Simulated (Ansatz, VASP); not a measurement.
Given: the input of a run of VASP 6.6.1 on BeSe.

INCAR

```
SYSTEM = BeSe
ALGO     = Normal         ! electronic algorithm
EDIFF    = 1E-7           ! SCF threshold, eV
ENCUT    = 520            ! plane-wave cutoff, eV
GGA      = PE             ! functional
ISIF     = 2              ! what is computed and relaxed
ISMEAR   = -1             ! smearing method
LASPH    = .True.         ! aspherical terms in the spheres
LCHARG   = .True.         ! write CHGCAR
LELF     = .True.         ! ELF
LREAL    = .False.        ! projectors in reciprocal space
LVHAR    = .True.       
LWAVE    = .False.        ! write WAVECAR
NBANDS   = 11             ! bands
NELM     = 80             ! most SCF steps
PREC     = Accurate       ! precision mode
SIGMA    = 0.05           ! smearing width, eV
```

The input KPOINTS:

```
k-points
0
Gamma
  9 9 9
  0 0 0
```

Contents of POSCAR:

```
BeSe
1.0
    0.0000000000      2.5350000000      2.5350000000
    2.5350000000      0.0000000000      2.5350000000
    2.5350000000      2.5350000000      0.0000000000
Se Be
1 1
Direct
    0.7500000000      0.7500000000      0.7500000000
    0.0000000000      0.0000000000      0.0000000000
```

Potentials or basis: VASP PAW PBE potentials, release 64 (Se, Be).

The run is started by

```sh
$ cat potpaw_PBE.64/Se/POTCAR potpaw_PBE.64/Be/POTCAR > POTCAR
$ mpirun -np 1 vasp_std > vasp.out
```

Problem. Translate it to Ansatz 0.2.0. Potentials there: Ansatz PAW.

Solution. As run (the cutoff follows the program's own potentials):

input.yaml

```yaml
crystal:
  lattice:
    - [0.0, 2.535, 2.535]
    - [2.535, 0.0, 2.535]
    - [2.535, 2.535, 0.0]
  atoms:
    - { symbol: Se, position: [0.75, 0.75, 0.75] }
    - { symbol: Be, position: [0.0, 0.0, 0.0] }
hamiltonian:
  xc: pbe
  pseudopotentials: { kind: paw }
kpoints:
  mp_grid: { grid: [9, 9, 9] }
scf:
  occupations: { method: fermi_dirac, width: 0.05 }
output:
  forces: true
  stress: true
  eigenvalues: true
```

Potentials or basis: Ansatz PAW.

Run with:

```bash
$ ansatz run input.yaml --threads 2 --pin off --max-ram 5120MiB --backend cpu --events-out ev --progress --plain --runs-dir out
```

Both were run:

|  | VASP | Ansatz | Ansatz less VASP |
| --- | --- | --- | --- |
| gap on the k mesh at the Fermi level (eV) | 2.61 | 2.62 | +0.013 |
| least direct gap on the mesh (eV) | 4.69 | 4.69 | +0.001 |
| pressure (GPa) | 5.6 | 5.4 | -0.23 |

The functional is the same, so the differences come from potentials, cutoffs and numerics. The two sets of potentials don't hold the same shells in valence.

Caveats: an odd mesh through Γ misses points on the zone boundary, where band edges often lie (VASP); odd divisions of the mesh miss points on the zone boundary, where band edges often lie, so the gap on the mesh can be too wide (Ansatz). PBE gaps usually lie below the measured ones, often by a third to a half.
